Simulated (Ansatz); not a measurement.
**MoS2: how the settings move a relaxation**

How sensitive is a relaxation of MoS2 to its settings? A reference run comes first, then one run with altered input.

Computed with Ansatz 0.2.0 (reference: DFT, LDA, PAW with Ansatz's default frozen-core files, scalar-relativistic; relaxation of cell and atoms, unless a step's input says otherwise).

1 further run of the same task is left out (set aside as unsound or not needed).

### Step 1. The system as given

The structure is trigonal, space group R3m (No. 160). The conventional cell has a = 3.160 Å, b = 3.160 Å, c = 18.450 Å, α = 90.00°, β = 90.00°, γ = 120.00°. Mo (site symmetry 3m) is surrounded by 6 S at 2.39 Å. S (site symmetry 3m) has 3 Mo at 2.39 Å as nearest neighbours.

As a file:

```
Mo S
1.0
     1.58000    0.91221    6.15000
    -1.58000    0.91221    6.15000
     0.00000   -1.82443    6.15000
Mo S
1 2
Cartesian
  0.0000 0.0000 0.0000
  0.0000 0.0000 4.6125
  0.0000 0.0000 7.6936
```

### Step 2. Reference

input.yaml

```yaml
crystal:
  lattice:
    - [1.57999999999, 0.91221342531, 6.15]
    - [-1.57999999999, 0.91221342531, 6.15]
    - [0.0, -1.82442685062, 6.15]
  atoms:
    - { symbol: Mo, position: [0.0, 0.0, 0.0] }
    - { symbol: S, position: [0.25, 0.25, 0.25] }
    - { symbol: S, position: [0.417, 0.417, 0.417] }
kpoints:
  mp_grid: { grid: [12, 12, 12] }
scf:
  occupations: { method: fermi_dirac, width: 0.05 }
hamiltonian:
  xc: lda
  pseudopotentials: { kind: paw }
relax:
  f_tol: 0.002
  max_steps: 80
  cell: {}
output:
  forces: true
  stress: true
```

On the command line:

```bash
$ ansatz run input.yaml --threads 2 --pin off --max-ram 5120MiB --backend cpu --events-out ev --progress --plain --runs-dir out
```

The main lines of its log:

```text
[...]
Basis set: ecut = 420 eV, 1011 PW (Γ), FFT grids on a1−a3, a2−a3, a3
[...]
k-points: 189 of 1728 (time reversal used)
[...]
SCF iter   1: F=—  HF=-6584.870325 eV  |F-HF|=—  |Δ(HF+E_count)|=         —  Δρ=7.67e-3  dr2=1.64e-2  ethr=1.77e-3  ⟨swp⟩=5.9  Hψ=17531  notcnv=0
preconditioner: auto → none  [insulator: Δε(μ)=0.865 eV  Ē_g=8.181 eV  σ=0.050 eV  W_gap=1.00  n_scr=16 (ndim 8)  ℏωp=21.6 eV  f_vac=0.016  D(μ)=0.00/eV (n_scr^D=0)  ε∞_Penn≈8.0]
SCF iter   2: F=—  HF=-6584.874799 eV  |F-HF|=—  |Δ(HF+E_count)|=   4.47e-3  Δρ=5.76e-3  dr2=3.41e-2  ethr=6.30e-5  ⟨swp⟩=2.8  Hψ=7414  notcnv=0
[...]
relax step   1: F+E_penalty+E_count = -6584.87043746 eV  Δ(F+E_penalty+E_count) = +0.000e0 eV  max|allowed force component| = 8.320e-2 eV/Å  Δτ_max = 0.0000 Å  P = -2.426 GPa  Ω = 53.184 Å³  (9 SCF iters, dr2 threshold 1.00e-7 eV, accepted)
[...]
Basis set: ecut = 420 eV, 969 PW (Γ), FFT grids on a1−a3, a2−a3, a3
[...]
relax step   2: F+E_penalty+E_count = -6584.85192130 eV  Δ(F+E_penalty+E_count) = +1.852e-2 eV  max|allowed force component| = 3.546e-1 eV/Å  Δτ_max = 0.0878 Å  P = +2.168 GPa  Ω = 49.011 Å³  energy of the carried Pulay correction = +3.551e-4 eV  (6 SCF iters,
[...]
Basis set: ecut = 420 eV, 999 PW (Γ), FFT grids on a1−a3, a2−a3, a3
[...]
relax step   3: F+E_penalty+E_count = -6584.88711942 eV  Δ(F+E_penalty+E_count) = -1.668e-2 eV  max|allowed force component| = 4.771e-2 eV/Å  Δτ_max = 0.0359 Å  P = -0.620 GPa  Ω = 51.406 Å³  energy of the carried Pulay correction = +1.478e-4 eV  (9 SCF iters,
[...]
Basis set: ecut = 420 eV, 987 PW (Γ), FFT grids on a1−a3, a2−a3, a3
[...]
relax step   4: F+E_penalty+E_count = -6584.88832538 eV  Δ(F+E_penalty+E_count) = -1.206e-3 eV  max|allowed force component| = 1.928e-2 eV/Å  Δτ_max = 0.0165 Å  P = -0.009 GPa  Ω = 50.734 Å³  energy of the carried Pulay correction = +2.050e-4 eV  (6 SCF iters,
[...]
relax step   5: F+E_penalty+E_count = -6584.88838881 eV  Δ(F+E_penalty+E_count) = -6.343e-5 eV  max|allowed force component| = 3.823e-3 eV/Å  Δτ_max = 0.0010 Å  P = +0.011 GPa  Ω = 50.703 Å³  energy of the carried Pulay correction = +2.076e-4 eV  (6 SCF iters,
[...]
relax step   6: F+E_penalty+E_count = -6584.88839091 eV  Δ(F+E_penalty+E_count) = -2.096e-6 eV  max|allowed force component| = 1.318e-4 eV/Å  Δτ_max = 0.0002 Å  P = +0.002 GPa  Ω = 50.712 Å³  energy of the carried Pulay correction = +2.069e-4 eV  (6 SCF iters,
[...]
SCF iter   6: F=-6584.888213 eV  HF=-6584.888213 eV  |F-HF|=0.00e0  |Δ(HF+E_count)|=  1.82e-12  Δρ=1.77e-8  dr2=5.20e-14  ethr=1.00e-12  ⟨swp⟩=4.0  Hψ=13574  notcnv=0
[...]
relax step   7: F+E_penalty+E_count = -6584.88821259 eV  Δ(F+E_penalty+E_count) = +1.783e-4 eV  max|allowed force component| = 1.488e-4 eV/Å  Δτ_max = 0.0000 Å  P = -0.000 GPa  Ω = 50.712 Å³  stress off target by 1.29e-3 GPa  SCF on the basis re-selected at th
[...]
SCF converged after 6 iterations
Free energy (F): -6584.888213 eV
[...]
E sigma→0 (E₀):  -6584.888211 eV
[...]
Fermi energy:    12.029686 eV
[...]
  P = ⅓ Tr σ = -0.0002 GPa (-0.002 kbar)
--- Relaxed structure (6 steps of the walk, 5 accepted, 1 SCFs on fresh bases) ---
[...]
```

Run time: 52 s. Hardware: 2 threads of Arm Neoverse V1, shared host; peak memory 0.47 GiB.

### Step 3. Changing settings: mp_grid.grid [10, 10, 10], occupations.method tetrahedron_uncorrected, f_tol 0.1, max_displacement 0.1, width left out

input.yaml, as its differences from that of step 2:

```diff
@@ -10,5 +10,5 @@
 kpoints:
-  mp_grid: { grid: [12, 12, 12] }
+  mp_grid: { grid: [10, 10, 10] }
 scf:
-  occupations: { method: fermi_dirac, width: 0.05 }
+  occupations: { method: tetrahedron_uncorrected }
 hamiltonian:
@@ -17,5 +17,6 @@
 relax:
-  f_tol: 0.002
+  f_tol: 0.1
   max_steps: 80
   cell: {}
+  max_displacement: 0.1
 output:
@@ -23 +24,5 @@
   stress: true
+  write_density: true
+  write_potential: true
+  elf: true
+  volumetric_format: npy
```

On the command line:

```bash
$ ansatz run input.yaml --threads 2 --pin off --max-ram 5120MiB --backend cpu --events-out ev --progress --plain --runs-dir out
```

Standard output:

```text
Warning: relax: with tetrahedron occupations the Hellmann–Feynman forces and the energy need not agree along the walk (scf.occupations.method in the input reference, under Limitations); prefer a smearing scheme for the relaxation and re-run the relaxed geometry with tetrahedron occupations for the final energies/DOS
basis.fft_grid_basis auto: the FFT boxes are laid along the combinations [[1, -1, 0], [0, 1, 0], [0, -1, 1]] of the cell's own vectors, 3.160, 6.415 and 3.160 Å long. The dense box has 24×45×24 points. Along the cell's own vectors, as sized, it would have 45×45×45, 3.52 times as many. Of the 6 symmetry operations that the crystal satisfies within crystal.symmetry.tolerance (time reversal apart; of a slab, those that keep its plane) the dense box along the cell's own vectors carries 6, and the one as laid loses 4 of those. basis.fft_grid_basis: typed keeps the cell's own vectors: state it where this run's energies or levels are differenced outside the engine with another run's, or held beside a run that keeps those vectors. Those combinations have planes normal to reciprocal vector 3, as the cell's own vectors have. Each planar average written beside output.write_density, output.write_potential has a row for each plane of the box: 24. The volumetric files lie along those combinations, not along the cell's own vectors: a cube or XSF file states them, and fields.json those of NumPy files.
Engine: ansatz 0.2.0
Pseudopotentials: kind: paw
Pseudopotential: Mo, paw, valence charge 14, recommended cutoff 420 eV (normal), Mo.paw.azcp
Pseudopotential: S, paw, valence charge 6, recommended cutoff 420 eV (normal), S.paw.azcp
Functional definition: SPW92
  exchange = slater_x
  correlation = pw_c
Crystal: 3 atoms, lattice volume = 53.184 Å³
Basis set: ecut = 420 eV, 1011 PW (Γ), FFT grids on a1−a2, a2, −a2+a3
Bands: 17, of which v1, the nominal top of the filled ones, is band 13 counted from 1 (12 counted from 0)
Symmetry: 6 space group operations
Space group: R3m (ITA 160), of the structure as read, at distance tolerance 3.8e-5 Å
k-points: 116 of 1000 (time reversal used)
Non-local potential: Mo, projectors of the file, l = 0: 3, l = 1: 2, l = 2: 2, l = 3: 1
Non-local potential: S, projectors of the file, l = 0: 2, l = 1: 2, l = 2: 2
PAW form: soft (Blöchl's): semilocal exchange-correlation on the pseudo side does not see the compensation charge
PAW frozen core: Mo, regenerated for the run's functional, and the local potential with it (the file was generated under x = pbe(κ = 0.804, μ = 0.2195149727645171), c = pbe(β = 0.06672455060314922))
PAW frozen core: S, regenerated for the run's functional, and the local potential with it (the file was generated under x = pbe(κ = 0.804, μ = 0.2195149727645171), c = pbe(β = 0.06672455060314922))
PAW one-centre angular grid: Mo, 590 points (default); XC on 64 Gauss nodes
PAW one-centre angular grid: S, 110 points (default); XC on 64 Gauss nodes
Initial density: superposition of atomic densities (neutral atoms: chi_scale 0, normalization atom), corrected by the library's trained network
Initial wavefunctions: pseudopotential atomic-orbital guess
Functional: x = slater, c = lda
SCF iter   1: F=—  HF=-6584.870346 eV  |F-HF|=—  |Δ(HF+E_count)|=         —  Δρ=7.67e-3  dr2=1.64e-2  ethr=1.77e-3  ⟨swp⟩=6.0  Hψ=11146  notcnv=0
preconditioner: auto → none  [insulator: Δε(μ)=0.874 eV  Ē_g=8.181 eV  n_scr=16 (ndim 8)  ℏωp=21.6 eV  f_vac=0.016  ε∞_Penn≈8.0]
SCF iter   2: F=—  HF=-6584.874871 eV  |F-HF|=—  |Δ(HF+E_count)|=   4.53e-3  Δρ=5.77e-3  dr2=3.43e-2  ethr=6.31e-5  ⟨swp⟩=3.7  Hψ=4774  notcnv=0
SCF iter   3: F=—  HF=-6584.872150 eV  |F-HF|=—  |Δ(HF+E_count)|=   2.72e-3  Δρ=3.90e-3  dr2=1.45e-2  ethr=6.31e-5  ⟨swp⟩=2.9  Hψ=3445  notcnv=0
SCF iter   4: F=—  HF=-6584.870731 eV  |F-HF|=—  |Δ(HF+E_count)|=   1.42e-3  Δρ=1.74e-3  dr2=2.31e-3  ethr=5.59e-5  ⟨swp⟩=1.9  Hψ=2150  notcnv=0
SCF iter   5: F=—  HF=-6584.870481 eV  |F-HF|=—  |Δ(HF+E_count)|=   2.50e-4  Δρ=4.15e-4  dr2=1.16e-4  ethr=8.87e-6  ⟨swp⟩=2.0  Hψ=2479  notcnv=0
SCF iter   6: F=—  HF=-6584.870474 eV  |F-HF|=—  |Δ(HF+E_count)|=   6.65e-6  Δρ=1.12e-4  dr2=3.12e-6  ethr=4.46e-7  ⟨swp⟩=2.3  Hψ=3067  notcnv=0
SCF iter   7: F=—  HF=-6584.870475 eV  |F-HF|=—  |Δ(HF+E_count)|=   4.49e-7  Δρ=3.75e-5  dr2=1.55e-6  ethr=1.20e-8  ⟨swp⟩=2.9  Hψ=3606  notcnv=0
SCF iter   8: F=—  HF=-6584.870475 eV  |F-HF|=—  |Δ(HF+E_count)|=   1.84e-7  Δρ=1.19e-5  dr2=1.41e-7  ethr=5.95e-9  ⟨swp⟩=2.5  Hψ=2796  notcnv=0
SCF iter   9: F=-6584.870475 eV  HF=-6584.870475 eV  |F-HF|=6.39e-10  |Δ(HF+E_count)|=   2.08e-8  Δρ=1.22e-6  dr2=9.09e-10  ethr=3.85e-10  ⟨swp⟩=8.5  Hψ=11738  notcnv=0
SCF 1 converged in 9 iterations: F = -6584.870475 eV  dr2 = 9.09e-10
relax step   1: F+E_penalty+E_count = -6584.87047468 eV  Δ(F+E_penalty+E_count) = +0.000e0 eV  max|allowed force component| = 8.321e-2 eV/Å  Δτ_max = 0.0000 Å  P = -2.426 GPa  Ω = 53.184 Å³  (9 SCF iters, dr2 threshold 1.00e-7 eV, accepted)
Crystal: 3 atoms, lattice volume = 49.013 Å³
Basis set: ecut = 420 eV, 969 PW (Γ), FFT grids on a1−a2, a2, −a2+a3
Initial density: handed on by an earlier stage of this run
Initial wavefunctions: those handed on with the density
iter 1 solved again at ethr=2.74e-4 eV; its pass at ethr=3.10e-3 eV (dr2=7.12e-2 eV) is discarded
SCF iter   1: F=—  HF=-6584.870117 eV  |F-HF|=—  |Δ(HF+E_count)|=         —  Δρ=7.86e-3  dr2=7.20e-2  ethr=2.74e-4  ⟨swp⟩=1.0  Hψ=12661  notcnv=0
preconditioner: auto → none  [insulator: Δε(μ)=0.686 eV  Ē_g=8.403 eV  n_scr=10 (ndim 8)  ℏωp=22.5 eV  f_vac=0.000  ε∞_Penn≈8.2]
SCF iter   2: F=—  HF=-6584.879727 eV  |F-HF|=—  |Δ(HF+E_count)|=   9.61e-3  Δρ=1.07e-2  dr2=1.97e-1  ethr=2.74e-4  ⟨swp⟩=3.0  Hψ=3557  notcnv=0  recentre
SCF iter   3: F=—  HF=-6584.856305 eV  |F-HF|=—  |Δ(HF+E_count)|=   2.34e-2  Δρ=4.49e-3  dr2=2.31e-2  ethr=2.74e-4  ⟨swp⟩=2.9  Hψ=3667  notcnv=0
SCF iter   4: F=—  HF=-6584.852135 eV  |F-HF|=—  |Δ(HF+E_count)|=   4.17e-3  Δρ=1.68e-3  dr2=6.27e-4  ethr=8.88e-5  ⟨swp⟩=2.0  Hψ=3080  notcnv=0
SCF iter   5: F=—  HF=-6584.852018 eV  |F-HF|=—  |Δ(HF+E_count)|=   1.18e-4  Δρ=2.41e-4  dr2=5.41e-5  ethr=2.41e-6  ⟨swp⟩=2.6  Hψ=3638  notcnv=0
SCF iter   6: F=—  HF=-6584.852010 eV  |F-HF|=—  |Δ(HF+E_count)|=   7.76e-6  Δρ=1.39e-4  dr2=1.24e-5  ethr=2.08e-7  ⟨swp⟩=2.3  Hψ=3233  notcnv=0
SCF iter   7: F=—  HF=-6584.852007 eV  |F-HF|=—  |Δ(HF+E_count)|=   2.80e-6  Δρ=5.45e-5  dr2=5.65e-7  ethr=4.76e-8  ⟨swp⟩=2.4  Hψ=3194  notcnv=0
SCF iter   8: F=-6584.852007 eV  HF=-6584.852007 eV  |F-HF|=4.18e-9  |Δ(HF+E_count)|=   1.29e-7  Δρ=9.00e-6  dr2=1.45e-8  ethr=1.15e-9  ⟨swp⟩=8.9  Hψ=12929  notcnv=0
SCF 2 converged in 8 iterations: F = -6584.852007 eV  dr2 = 1.45e-8
relax step   2: F+E_penalty+E_count = -6584.85200689 eV  Δ(F+E_penalty+E_count) = +1.847e-2 eV  max|allowed force component| = 3.542e-1 eV/Å  Δτ_max = 0.0877 Å  P = +2.166 GPa  Ω = 49.013 Å³  energy of the carried Pulay correction = +3.552e-4 eV  (8 SCF iters, dr2 threshold 3.00e-7 eV, rejected (line search))
Crystal: 3 atoms, lattice volume = 51.127 Å³
Basis set: ecut = 420 eV, 999 PW (Γ), FFT grids on a1−a2, a2, −a2+a3
iter 1 solved again at ethr=1.07e-4 eV; its pass at ethr=3.10e-3 eV (dr2=2.79e-2 eV) is discarded
SCF iter   1: F=—  HF=-6584.893956 eV  |F-HF|=—  |Δ(HF+E_count)|=         —  Δρ=4.19e-3  dr2=2.53e-2  ethr=1.07e-4  ⟨swp⟩=1.2  Hψ=12505  notcnv=0
preconditioner: auto → none  [insulator: Δε(μ)=0.797 eV  Ē_g=8.300 eV  n_scr=16 (ndim 8)  ℏωp=22.0 eV  f_vac=0.009  ε∞_Penn≈8.0]
SCF iter   2: F=—  HF=-6584.898028 eV  |F-HF|=—  |Δ(HF+E_count)|=   4.07e-3  Δρ=6.47e-3  dr2=7.23e-2  ethr=9.72e-5  ⟨swp⟩=3.0  Hψ=3533  notcnv=0  recentre
SCF iter   3: F=—  HF=-6584.889124 eV  |F-HF|=—  |Δ(HF+E_count)|=   8.90e-3  Δρ=2.34e-3  dr2=6.78e-3  ethr=9.72e-5  ⟨swp⟩=2.9  Hψ=3474  notcnv=0
SCF iter   4: F=—  HF=-6584.887873 eV  |F-HF|=—  |Δ(HF+E_count)|=   1.25e-3  Δρ=8.72e-4  dr2=1.82e-4  ethr=2.61e-5  ⟨swp⟩=2.0  Hψ=3133  notcnv=0
SCF iter   5: F=—  HF=-6584.887840 eV  |F-HF|=—  |Δ(HF+E_count)|=   3.26e-5  Δρ=1.22e-4  dr2=1.75e-5  ethr=6.99e-7  ⟨swp⟩=2.4  Hψ=3609  notcnv=0
SCF iter   6: F=—  HF=-6584.887838 eV  |F-HF|=—  |Δ(HF+E_count)|=   2.24e-6  Δρ=7.50e-5  dr2=4.14e-6  ethr=6.72e-8  ⟨swp⟩=2.5  Hψ=3208  notcnv=0
SCF iter   7: F=—  HF=-6584.887836 eV  |F-HF|=—  |Δ(HF+E_count)|=   1.45e-6  Δρ=3.05e-5  dr2=2.11e-7  ethr=1.59e-8  ⟨swp⟩=2.6  Hψ=3181  notcnv=0
SCF iter   8: F=—  HF=-6584.887836 eV  |F-HF|=—  |Δ(HF+E_count)|=   1.96e-7  Δρ=5.95e-6  dr2=7.76e-9  ethr=8.13e-10  ⟨swp⟩=2.8  Hψ=3789  notcnv=0
SCF iter   9: F=—  HF=-6584.887836 eV  |F-HF|=—  |Δ(HF+E_count)|=  3.06e-10  Δρ=9.68e-7  dr2=2.42e-10  ethr=2.98e-11  ⟨swp⟩=2.8  Hψ=3509  notcnv=0
SCF iter  10: F=-6584.887836 eV  HF=-6584.887836 eV  |F-HF|=0.00e0  |Δ(HF+E_count)|=  1.91e-11  Δρ=2.09e-7  dr2=8.29e-12  ethr=1.00e-12  ⟨swp⟩=6.6  Hψ=9526  notcnv=0
SCF 3 converged in 10 iterations: F = -6584.887836 eV  dr2 = 8.29e-12
relax step   3: F+E_penalty+E_count = -6584.88783624 eV  Δ(F+E_penalty+E_count) = -1.736e-2 eV  max|allowed force component| = 5.553e-2 eV/Å  Δτ_max = 0.0437 Å  P = -0.482 GPa  Ω = 51.127 Å³  energy of the carried Pulay correction = +1.706e-4 eV  (10 SCF iters, accepted)
[... 9 lines left out ...]
relax step   4: F+E_penalty+E_count = -6584.88838062 eV  Δ(F+E_penalty+E_count) = -5.444e-4 eV  max|allowed force component| = 1.917e-2 eV/Å  Δτ_max = 0.0097 Å  P = -0.023 GPa  Ω = 50.709 Å³  energy of the carried Pulay correction = +2.057e-4 eV  (5 SCF iters, dr2 threshold 3.00e-7 eV, accepted)
[... 8 lines left out ...]
relax step   5: F+E_penalty+E_count = -6584.88841238 eV  Δ(F+E_penalty+E_count) = -3.176e-5 eV  max|allowed force component| = 3.785e-3 eV/Å  Δτ_max = 0.0007 Å  P = +0.025 GPa  Ω = 50.718 Å³  energy of the carried Pulay correction = +2.048e-4 eV  (4 SCF iters, dr2 threshold 8.47e-8 eV, accepted)
Initial wavefunctions: pseudopotential atomic-orbital guess (no wavefunctions were taken with the density)
iter 1 solved again at ethr=2.19e-7 eV; its pass at ethr=3.10e-3 eV (dr2=5.69e-5 eV) is discarded
SCF iter   1: F=—  HF=-6584.888234 eV  |F-HF|=—  |Δ(HF+E_count)|=         —  Δρ=3.47e-5  dr2=8.87e-8  ethr=2.19e-7  ⟨swp⟩=3.1  Hψ=17175  notcnv=0
preconditioner: auto → none  [insulator: Δε(μ)=0.731 eV  Ē_g=8.318 eV  n_scr=16 (ndim 8)  ℏωp=22.1 eV  f_vac=0.006  ε∞_Penn≈8.1]
SCF iter   2: F=—  HF=-6584.888235 eV  |F-HF|=—  |Δ(HF+E_count)|=   1.54e-6  Δρ=1.74e-5  dr2=3.66e-8  ethr=3.41e-10  ⟨swp⟩=2.2  Hψ=3756  notcnv=0
SCF iter   3: F=—  HF=-6584.888235 eV  |F-HF|=—  |Δ(HF+E_count)|=   3.00e-8  Δρ=1.08e-5  dr2=1.22e-7  ethr=1.41e-10  ⟨swp⟩=3.1  Hψ=3782  notcnv=0  recentre
SCF iter   4: F=—  HF=-6584.888235 eV  |F-HF|=—  |Δ(HF+E_count)|=   1.44e-8  Δρ=2.14e-6  dr2=8.08e-9  ethr=1.41e-10  ⟨swp⟩=2.9  Hψ=3445  notcnv=0
SCF iter   5: F=—  HF=-6584.888235 eV  |F-HF|=—  |Δ(HF+E_count)|=   1.23e-9  Δρ=6.12e-7  dr2=8.86e-11  ethr=3.11e-11  ⟨swp⟩=2.1  Hψ=2894  notcnv=0
SCF iter   6: F=-6584.888235 eV  HF=-6584.888235 eV  |F-HF|=9.09e-13  |Δ(HF+E_count)|=  1.09e-11  Δρ=3.08e-7  dr2=1.58e-11  ethr=1.00e-12  ⟨swp⟩=6.3  Hψ=9194  notcnv=0
SCF 6 converged in 6 iterations: F = -6584.888235 eV  dr2 = 1.58e-11
relax step   6: F+E_penalty+E_count = -6584.88823536 eV  Δ(F+E_penalty+E_count) = +1.770e-4 eV  max|allowed force component| = 3.861e-3 eV/Å  Δτ_max = 0.0000 Å  P = +0.023 GPa  Ω = 50.718 Å³  stress off target by 2.45e-2 GPa  SCF on the basis re-selected at this cell (its energy is not comparable with the rows above)  (6 SCF iters)
basis re-selected at this cell: Δ(F+E_penalty+E_count) = +1.770e-4 eV, ΔP = -0.002 GPa vs the last step (what re-selecting the basis moved, of the pressure what is left beyond the Pulay correction that the steps carried, after the strain that the cell walked since its last selection, with what the two solves' SCF thresholds leave and, on support functions, any second-order correction that the steps lacked; it is no measure of the basis error at this ecutwfc). This SCF's stress stands 2.45e-2 GPa from its target on what of the cell is left free (relax.cell.stress_tol is 5.00e-2 GPa) and its largest allowed force component is 3.86e-3 eV/Å (relax.f_tol is 1.00e-1 eV/Å): within both
SCF converged after 6 iterations
Free energy (F): -6584.888235 eV
Harris-Foulkes:  -6584.888235 eV  (|F-HF|=9.09e-13)
Internal energy: -6584.888235 eV  (E = F + TS)
E sigma→0 (E₀):  -6584.888235 eV
Fermi energy:    11.705594 eV
--- Per-component energies (eV) ---
  E_band       = -139.632786
  E_kinetic    = 659.802964
  E_local      = -1871.507616  (includes V_loc(G=0)·N_el)
  E_nonlocal   = 206.439212
  E_hartree    = 715.329306
  E_xc         = -377.008003
  E_vxc        = -406.820887  (∫ρ·V_xc dr)
  E_paw        = -4226.890649  (= ΣΔE_a)
  E_vpaw       = -158.205104  (= ΣTr[D̂ρ^β])
  E_aug_tail   = 0.000021  (compensation charges beyond the density's cutoff)
  E_ewald      = -1691.832681
  E_core_change = 0.779211  (= ΣΔE_core)
  E_smearing   = -0.000000  (= −TS)
  E_closure    = -0.000000  (closes the sum)
  Σ components = -6584.888235   (vs F -6584.888235, Δ=0.00e0)
--- Forces (eV/Å), atoms counted from 1 ---
  atom   1  Mo    -0.00000000    -0.00000000     0.00024347
  atom   2  S      0.00000000    -0.00000000    -0.00386152
  atom   3  S      0.00000000     0.00000000     0.00361712
  max |Σ_I F_I| component: 9.34e-7 eV/Å
--- Stress (GPa, compression-positive) ---
        0.022757       0.000000       0.000000
        0.000000       0.022757      -0.000000
        0.000000      -0.000000       0.024542
  P = ⅓ Tr σ = 0.0234 GPa (0.234 kbar)
--- Band table (eV; the first three rows and the last of 116) ---
  k-point 0: bands = ["-49.7615", "-24.0182", "-23.7298", "-23.7298", "-3.6185", "-1.7436", "4.3550", "8.2154", "8.2154", "9.3597", "9.3597", "10.2330", "10.5738", "13.6983", "13.6983", "14.1574", "14.1574"]
  k-point 1: bands = ["-49.7569", "-24.0093", "-23.7748", "-23.7400", "-3.4537", "-1.6967", "4.5454", "7.8802", "8.3863", "8.8261", "9.1087", "10.2257", "10.7388", "13.5833", "13.6723", "13.9184", "14.0298"]
  k-point 2: bands = ["-49.7448", "-23.9858", "-23.8912", "-23.7664", "-2.9932", "-1.5653", "4.9944", "7.1828", "7.8963", "8.5690", "8.8515", "10.1152", "10.3823", "12.8897", "13.6356", "13.9836", "14.4696"]
  k-point 115: bands = ["-49.7615", "-24.0184", "-23.7298", "-23.7298", "-3.2522", "-2.3535", "5.6286", "7.7925", "8.1947", "8.1947", "9.4003", "9.4003", "11.7056", "13.8319", "13.8319", "13.9693", "13.9693"]
--- Relaxed structure (5 steps of the walk, 4 accepted, 1 SCFs on fresh bases) ---
  F+E_penalty+E_count = -6584.88823536 eV   max|allowed force component| = 3.861e-3 eV/Å   (the final SCF, on the basis selected at the relaxed cell)
  cell:  # Å, volume = 50.7177 Å³
    - [1.5630574621796167, 0.9024316465482548, 5.9926511396043125]
    - [-1.5630574621796167, 0.9024316465482548, 5.9926511396043125]
    - [1.4479941340276634e-18, -1.804863293096511, 5.9926511396043125]
  atoms:
    - { symbol: Mo, position: [8.488057833666289e-5, 8.488057833666289e-5, 8.488057833666282e-5] }
    - { symbol: S, position: [0.24713755923586606, 0.24713755923586606, 0.24713755923586603] }
    - { symbol: S, position: [0.4197775601857973, 0.4197775601857973, 0.4197775601857973] }
```

It took 34 s on 2 threads of Arm Neoverse V1, shared host; peak memory 0.42 GiB.

Changing the k-point mesh, smearing, convergence setting and walk settings leaves the energy as it was (0.0 meV/atom).

### Step 4. Side by side

| run | ending | energy change | pressure (GPa) | gap (eV) | force (eV/Å) | cycles | time |
| --- | --- | --- | --- | --- | --- | --- | --- |
| reference | converged | 0 | 0.0 | 0.74 | 0.00 | 48 | 52 s |
| 1: mp_grid.grid [10, 10, 10], occupations.method tetrahedron_uncorrected, f_tol 0.1, max_displacement 0.1, width left out | converged | 0.0 meV/atom (σ→0) | 0.0 | 0.73 | 0.00 | 42 | 34 s |

Times don't compare one to one where runs were asked for different outputs or read a saved state (see the inputs); cycles may leave out searches for a lower state.

What this shows: Changing the k-point mesh, smearing, convergence setting and walk settings hardly moves the energy: 0.0 meV/atom.

These are semilocal Kohn-Sham gaps, which aren't the measured quantity. Such gaps usually fall short of the measured ones.
